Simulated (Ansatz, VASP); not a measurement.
# Two plane-wave programs on SnSe2

```
Sn Se
1.0
     3.97816    0.00000    0.00000
    -1.98908    3.44518    0.00000
     0.00000    0.00000    6.47616
Sn Se
1 2
Direct
  0.00000 0.00000 0.00000
  0.33333 0.66667 0.23677
  0.66667 0.33333 0.76323
```

Change from the starting cell: hydrostatic strain +4.0%.

Alike in both runs: task single point; functional PBE; k mesh 12 × 12 × 4; occupations fermi-dirac, width 0.02 eV; no spin polarisation.

|  | VASP | Ansatz |
| --- | --- | --- |
| version | VASP 6.6.1 | Ansatz 0.2.0 |
| potentials or method | VASP PAW PBE potentials, release 64 (Sn_d, Se) | plane waves, PAW |
| plane-wave cutoff (eV) | 520 | 420 |
| valence electrons in the cell | 26 | 46 |

```csv
,VASP,Ansatz,Ansatz less VASP
pressure (GPa),-0.8,-0.9,-0.04
largest component of the traceless stress (GPa),2.19,2.19,+0.001
rms of the force components (eV/Å),0.106,0.101,-0.0049
```

Atom by atom the forces differ by 0.005 eV/Å (rms over components). The two sets of potentials don't hold the same shells in valence.

Caveats: this functional lacks dispersion, which binds the layers, so the pressure and a relaxed spacing across them are unreliable. A k mesh can miss the band edges.
